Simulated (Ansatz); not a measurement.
# NaF (Villiaumite) (Fm-3m) in Ansatz: convergence with wavefunction cutoff

Aim: find how far wavefunction cutoff must go before the results for NaF (Villiaumite) settle, at PBE. This setting moves, with any that are tied to it; all else stays.

All numbers are computed with Ansatz 0.2.0; they aren't measurements. Logs are shortened: lines on timing, memory, paths and dates and some standing lists are left out, and cuts for length are marked.

### Step 1. The crystal as given

The structure is cubic, space group Fm-3m (No. 225). The conventional cell has a = 4.640 Å, b = 4.640 Å, c = 4.640 Å, α = 90.00°, β = 90.00°, γ = 90.00°. Around Na (site symmetry m-3m) lie 6 F at 2.32 Å. Around F (site symmetry m-3m) lie 6 Na at 2.32 Å.

### Step 2. With wavefunction cutoff 200 eV

input.yaml

```yaml
crystal:
  lattice:
    - [0.0, 2.32, 2.32]
    - [2.32, 0.0, 2.32]
    - [2.32, 2.32, 0.0]
  atoms:
    - { symbol: Na, position: [0.0, 0.0, 0.0] }
    - { symbol: F, position: [0.5, 0.5, 0.5] }
hamiltonian:
  xc: pbe
  pseudopotentials: { kind: paw }
kpoints:
  mp_grid: { grid: [8, 8, 8] }
scf:
  occupations: { method: gaussian, width: 0.05 }
output:
  forces: true
  stress: true
  eigenvalues: true
basis:
  ecutwfc: "200 eV"
```

Potentials or basis: Ansatz PAW.

The run is started by

```console
$ ansatz run input.yaml --threads 2 --pin off --max-ram 5632MiB --backend cpu --events-out ev --progress --plain --runs-dir out
```

Wall time 0.34 s (2 threads of Arm Neoverse V1, shared host); peak memory 0.23 GiB.

What came out:

| Quantity | Value |
| --- | --- |
| Free energy | -2283.9306 eV |
| Pressure | -6.2 GPa |
| Band gap on the k mesh | 6.16 eV, indirect (least direct gap 6.58 eV) |

### Step 3. With wavefunction cutoff 250 eV

Changes to input.yaml since step 2:

```diff
@@ -20,2 +20,2 @@
 basis:
-  ecutwfc: "200 eV"
+  ecutwfc: "250 eV"
```

Potentials or basis: Ansatz PAW.

The run is started by

```console
$ ansatz run input.yaml --threads 2 --pin off --max-ram 5632MiB --backend cpu --events-out ev --progress --plain --runs-dir out
```

Wall time 0.37 s (2 threads of Arm Neoverse V1, shared host); peak memory 0.23 GiB.

Results:

- Free energy: -2294.0590 eV
- Pressure: 2.9 GPa
- Band gap on the k mesh: 6.22 eV, direct

### Step 4. With wavefunction cutoff 300 eV

Changes to input.yaml since step 3:

```diff
@@ -20,2 +20,2 @@
 basis:
-  ecutwfc: "250 eV"
+  ecutwfc: "300 eV"
```

The run is started by

```console
$ ansatz run input.yaml --threads 2 --pin off --max-ram 5632MiB --backend cpu --events-out ev --progress --plain --runs-dir out
```

It took 0.38 s on 2 threads of Arm Neoverse V1, shared host; peak memory 0.24 GiB.

Results:

- Free energy: -2296.7405 eV
- Pressure: 1.8 GPa
- Band gap on the k mesh: 6.28 eV, direct

### Step 5. With wavefunction cutoff 350 eV

Changes to input.yaml since step 4:

```diff
@@ -20,2 +20,2 @@
 basis:
-  ecutwfc: "300 eV"
+  ecutwfc: "350 eV"
```

The run is started by

```console
$ ansatz run input.yaml --threads 2 --pin off --max-ram 5632MiB --backend cpu --events-out ev --progress --plain --runs-dir out
```

Wall time 0.46 s (2 threads of Arm Neoverse V1, shared host); peak memory 0.24 GiB.

Results:

| Property | Result |
| --- | --- |
| Free energy | -2297.3114 eV |
| Pressure | 1.9 GPa |
| Band gap on the k mesh | 6.28 eV, direct |

### Step 6. With wavefunction cutoff 400 eV

Changes to input.yaml since step 5:

```diff
@@ -20,2 +20,2 @@
 basis:
-  ecutwfc: "350 eV"
+  ecutwfc: "400 eV"
```

Potentials or basis: Ansatz PAW.

The run is started by

```console
$ ansatz run input.yaml --threads 2 --pin off --max-ram 5632MiB --backend cpu --events-out ev --progress --plain --runs-dir out
```

Wall time 0.46 s (2 threads of Arm Neoverse V1, shared host); peak memory 0.25 GiB.

Results (log left out):

```
Free energy            : -2297.4169 eV
Pressure               : 1.9 GPa
Band gap on the k mesh : 6.29 eV, direct
```

### Step 7. With wavefunction cutoff 450 eV

Changes to input.yaml since step 6:

```diff
@@ -20,2 +20,2 @@
 basis:
-  ecutwfc: "400 eV"
+  ecutwfc: "450 eV"
```

The run is started by

```console
$ ansatz run input.yaml --threads 2 --pin off --max-ram 5632MiB --backend cpu --events-out ev --progress --plain --runs-dir out
```

Wall time 0.49 s (2 threads of Arm Neoverse V1, shared host); peak memory 0.25 GiB.

It converged, with:

```
Free energy            : -2297.4292 eV
Pressure               : 1.9 GPa
Band gap on the k mesh : 6.29 eV, direct
```

### Step 8. With wavefunction cutoff 500 eV

Changes to input.yaml since step 7:

```diff
@@ -20,2 +20,2 @@
 basis:
-  ecutwfc: "450 eV"
+  ecutwfc: "500 eV"
```

The run is started by

```console
$ ansatz run input.yaml --threads 2 --pin off --max-ram 5632MiB --backend cpu --events-out ev --progress --plain --runs-dir out
```

Run time: 0.5 s. Hardware: 2 threads of Arm Neoverse V1, shared host; peak memory 0.25 GiB.

The run converged. Its results:

- Free energy: -2297.4300 eV
- Pressure: 1.9 GPa
- Band gap on the k mesh: 6.30 eV, direct

### Step 9. With wavefunction cutoff 600 eV

Changes to input.yaml since step 8:

```diff
@@ -20,2 +20,2 @@
 basis:
-  ecutwfc: "500 eV"
+  ecutwfc: "600 eV"
```

Potentials or basis: Ansatz PAW.

The run is started by

```console
$ ansatz run input.yaml --threads 2 --pin off --max-ram 5632MiB --backend cpu --events-out ev --progress --plain --runs-dir out
```

Wall time 0.64 s (2 threads of Arm Neoverse V1, shared host); peak memory 0.27 GiB.

The run converged. Its results:

- Free energy: -2297.4309 eV
- Pressure: 1.9 GPa
- Band gap on the k mesh: 6.29 eV, direct

### Step 10. With wavefunction cutoff 800 eV

Changes to input.yaml since step 9:

```diff
@@ -20,2 +20,2 @@
 basis:
-  ecutwfc: "600 eV"
+  ecutwfc: "800 eV"
```

Potentials or basis: Ansatz PAW.

The run is started by

```console
$ ansatz run input.yaml --threads 2 --pin off --max-ram 5632MiB --backend cpu --events-out ev --progress --plain --runs-dir out
```

What it wrote:

```text
Warning: RAYON_NUM_THREADS=2 ignored (pool sized by the plan → 2); use --threads N
Engine: ansatz 0.2.0, aarch64-unknown-linux-gnu
Pseudopotentials: kind: paw
Pseudopotential: Na, paw, valence charge 9, recommended cutoff 420 eV (normal), Na.paw.azcp
Pseudopotential: F, paw, valence charge 7, recommended cutoff 420 eV (normal), F.paw.azcp
Functional definition: PBE
  parameter kappa = 0.804
  parameter beta = 0.06672455060314922
  exchange = pbe_x(kappa = kappa, mu = beta*pi^2/3)
  correlation = pbe_c(beta = beta)
Crystal: 2 atoms, lattice volume = 24.974 Å³
Basis set: ecut = 800 eV, 1243 PW (Γ), exchange–correlation on 64×64×64 points (8 copies of the dense FFT grid, shifted against one another)
Bands: 12, of which v1, the nominal top of the filled ones, is band 8 counted from 1 (7 counted from 0)
Symmetry: 48 space group operations
Space group: Fm-3m (ITA 225), of the structure as read, at distance tolerance 2.9e-5 Å
k-points: 29 of 512
Non-local potential: Na, projectors of the file, l = 0: 3, l = 1: 2, l = 2: 1
Non-local potential: F, projectors of the file, l = 0: 2, l = 1: 2, l = 2: 1
PAW form: soft (Blöchl's): semilocal exchange-correlation on the pseudo side does not see the compensation charge
PAW one-centre angular grid: Na, 110 points (default); XC on 64 Gauss nodes
PAW one-centre angular grid: F, 110 points (default); XC on 64 Gauss nodes
Initial density: superposition of atomic densities (neutral atoms: chi_scale 0, normalization atom), corrected by the library's trained network
Initial wavefunctions: pseudopotential atomic-orbital guess
Functional: x = pbe(κ = 0.804, μ = 0.2195149727645171), c = pbe(β = 0.06672455060314922)
SCF iter   1: F=—  HF=-2297.431850 eV  |F-HF|=—  |Δ(HF+E_count)|=         —  Δρ=8.43e-4  dr2=8.14e-5  ethr=1.77e-3  ⟨swp⟩=5.6  Hψ=1992  notcnv=0
preconditioner: auto → none  [insulator: Δε(μ)=6.289 eV  Ē_g=26.379 eV  σ=0.050 eV  W_gap=1.00  n_scr=8 (ndim 8)  ℏωp=27.8 eV  f_vac=0.122  D(μ)=0.00/eV (n_scr^D=0)  ε∞_Penn≈2.1]
SCF iter   2: F=—  HF=-2297.431574 eV  |F-HF|=—  |Δ(HF+E_count)|=   2.77e-4  Δρ=8.30e-4  dr2=1.01e-4  ethr=5.09e-7  ⟨swp⟩=2.5  Hψ=840  notcnv=0
SCF iter   3: F=—  HF=-2297.431553 eV  |F-HF|=—  |Δ(HF+E_count)|=   2.08e-5  Δρ=2.68e-4  dr2=6.93e-6  ethr=5.09e-7  ⟨swp⟩=2.0  Hψ=419  notcnv=0
SCF iter   4: F=—  HF=-2297.431561 eV  |F-HF|=—  |Δ(HF+E_count)|=   8.38e-6  Δρ=6.70e-5  dr2=5.94e-7  ethr=4.33e-8  ⟨swp⟩=2.0  Hψ=580  notcnv=0
SCF iter   5: F=—  HF=-2297.431562 eV  |F-HF|=—  |Δ(HF+E_count)|=   3.06e-7  Δρ=6.13e-5  dr2=6.44e-7  ethr=3.71e-9  ⟨swp⟩=2.8  Hψ=591  notcnv=0
SCF iter   6: F=—  HF=-2297.431561 eV  |F-HF|=—  |Δ(HF+E_count)|=   1.72e-7  Δρ=2.50e-5  dr2=1.12e-7  ethr=3.71e-9  ⟨swp⟩=2.1  Hψ=431  notcnv=0
SCF iter   7: F=-2297.431561 eV  HF=-2297.431561 eV  |F-HF|=1.02e-9  |Δ(HF+E_count)|=   3.61e-8  Δρ=2.51e-6  dr2=1.05e-9  ethr=6.25e-10  ⟨swp⟩=4.0  Hψ=1115  notcnv=0
SCF 1 converged in 7 iterations: F = -2297.431561 eV  dr2 = 1.05e-9
SCF converged after 7 iterations
Free energy (F): -2297.431561 eV
Harris-Foulkes:  -2297.431561 eV  (|F-HF|=1.02e-9)
Internal energy: -2297.431561 eV  (E = F + TS)
E sigma→0 (E₀):  -2297.431561 eV
Fermi energy:    4.140316 eV
--- Per-component energies (eV) ---
  E_band       = -233.990283
  E_kinetic    = 329.113803
  E_local      = -1695.145434  (includes V_loc(G=0)·N_el)
  E_nonlocal   = 188.793045
  E_hartree    = 601.559755
  E_xc         = -120.171484
  E_vxc        = -154.146329  (∫ρ·V_xc dr)
  E_paw        = -463.670415  (= ΣΔE_a)
  E_vpaw       = -105.723745  (= ΣTr[D̂ρ^β])
  E_aug_tail   = 0.000070  (compensation charges beyond the density's cutoff)
  E_ewald      = -1137.910901
  E_smearing   = -0.000000  (= −TS)
  E_closure    = -0.000000  (closes the sum)
  Σ components = -2297.431561   (vs F -2297.431561, Δ=0.00e0)
--- Forces (eV/Å), atoms counted from 1 ---
  atom   1  Na    -0.00000000     0.00000000    -0.00000000
  atom   2  F      0.00000000    -0.00000000    -0.00000000
  max |Σ_I F_I| component: 3.11e-29 eV/Å
--- Stress (GPa, compression-positive) ---
        1.924616       0.000000      -0.000000
       -0.000000       1.924616      -0.000000
        0.000000      -0.000000       1.924616
  P = ⅓ Tr σ = 1.9246 GPa (19.246 kbar)
--- Band table (eV; the first three rows and the last of 29) ---
  k-point 0: bands = ["-46.1017", "-18.1609", "-17.9666", "-17.9666", "-17.9666", "0.9927", "0.9927", "0.9927", "7.2875", "19.9515", "19.9515", "19.9515"]
  k-point 1: bands = ["-46.0998", "-18.3737", "-17.9684", "-17.9684", "-17.7353", "0.7004", "0.9551", "0.9551", "7.8308", "18.2219", "20.1868", "20.1868"]
  k-point 2: bands = ["-46.0952", "-18.6038", "-17.9726", "-17.9726", "-17.4600", "0.1054", "0.8657", "0.8657", "9.1447", "16.1311", "20.7033", "20.7033"]
  k-point 28: bands = ["-46.0848", "-18.4136", "-18.0612", "-18.0612", "-17.4927", "0.1264", "0.1264", "0.4268", "14.1947", "14.1947", "16.1704", "17.8229"]
```

It took 0.84 s on 2 threads of Arm Neoverse V1, shared host; peak memory 0.29 GiB.

Results:

```yaml
Free_energy: -2297.4316 eV
Pressure: 1.9 GPa
Band_gap_on_the_k_mesh: 6.29 eV, direct
```

### Step 11. Summary

```csv
wavefunction cutoff,"energy less the tightest run, at zero smearing (meV/atom)",pressure (GPa),gap on the mesh (eV),SCF cycles,CPU time (s),peak memory (GiB)
200 eV,6750.50,-6.17,6.162,7,0.54,0.23
250 eV,1686.30,2.91,6.220,7,0.6,0.23
300 eV,345.54,1.84,6.282,6,0.63,0.24
350 eV,60.06,1.85,6.281,7,0.78,0.24
400 eV,7.32,1.93,6.293,6,0.79,0.25
450 eV,1.18,1.93,6.295,7,0.84,0.25
500 eV,0.80,1.93,6.295,6,0.85,0.25
600 eV,0.31,1.93,6.295,7,1.1,0.27
800 eV,0.00,1.92,6.295,7,1.5,0.29
```

Against the tightest run, the energy stays within 1 meV/atom from 500 eV on; the pressure stays within 0.1 GPa from 300 eV on; the gap on the mesh stays within 0.01 eV from 400 eV on. The tightest run that finished is the yardstick and may itself not be fully converged.
